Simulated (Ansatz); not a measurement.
**Response of HfN to small distortions**

```xyz
2
Lattice="0.0000 2.2590 2.2590 2.2590 0.0000 2.2590 2.2590 2.2590 0.0000" Properties=species:S:1:pos:R:3 pbc="T T T"
Hf    0.0000    0.0000    0.0000
N     2.2590    2.2590    2.2590
```

Atoms are numbered in the order listed.

The geometry is COD entry 1539063, unchecked; take it as a test cell.

Spin polarisation is left out, and whether a magnetic state lies lower isn't shown here.

No spin–orbit coupling, which matters for the heavy atoms here.

These are results of DFT, LDA, all-electron LAPW, scalar-relativistic (Ansatz 0.2.0), not measurements.

Settings: a Γ-centred 10×10×10 k mesh, Fermi–Dirac smearing of 0.03 eV, basis error target 1 meV/atom, no spin polarisation.

The unchanged cell is at -9.26 GPa.

In a metal, stresses and small energies carry noise from the k mesh.

x, y and z are the Cartesian axes of the cell as listed; fractional coordinates follow a strain, and an engineering shear is twice the off-diagonal strain component.

**Question.** One change gave: energy change +1 meV/atom; stress change (xx, yy, zz, yz, xz, xy) 0.02, 0.02, 0.02, 0.98, 0.98, 0.98 GPa, compression positive. Which change was it?
A. equal xy, yz and zx engineering shear strains of +1 %
B. equal xy, yz and zx engineering shear strains of +2 %
C. equal xy, yz and zx engineering shear strains of -1 %
D. equal xy, yz and zx engineering shear strains of -2 %
E. equal xy, yz and zx engineering shear strains of -3 %
F. equal xy, yz and zx engineering shear strains of +3 %

**Answer.** C. For equal xy, yz and zx engineering shear strains of -3 %: energy change +11 meV/atom; stress change (xx, yy, zz, yz, xz, xy) 0.20, 0.20, 0.20, 3.83, 3.83, 3.83 GPa, compression positive. For equal xy, yz and zx engineering shear strains of +2 %: energy change +5 meV/atom; stress change (xx, yy, zz, yz, xz, xy) 0.11, 0.11, 0.11, -2.27, -2.27, -2.27 GPa, compression positive. For equal xy, yz and zx engineering shear strains of -2 %: energy change +4 meV/atom; stress change (xx, yy, zz, yz, xz, xy) 0.09, 0.09, 0.09, 2.32, 2.32, 2.32 GPa, compression positive. For equal xy, yz and zx engineering shear strains of +1 %: energy change +1 meV/atom; stress change (xx, yy, zz, yz, xz, xy) 0.02, 0.02, 0.02, -1.09, -1.09, -1.09 GPa, compression positive. For equal xy, yz and zx engineering shear strains of +3 %: energy change +10 meV/atom; stress change (xx, yy, zz, yz, xz, xy) 0.25, 0.25, 0.25, -3.57, -3.57, -3.57 GPa, compression positive.
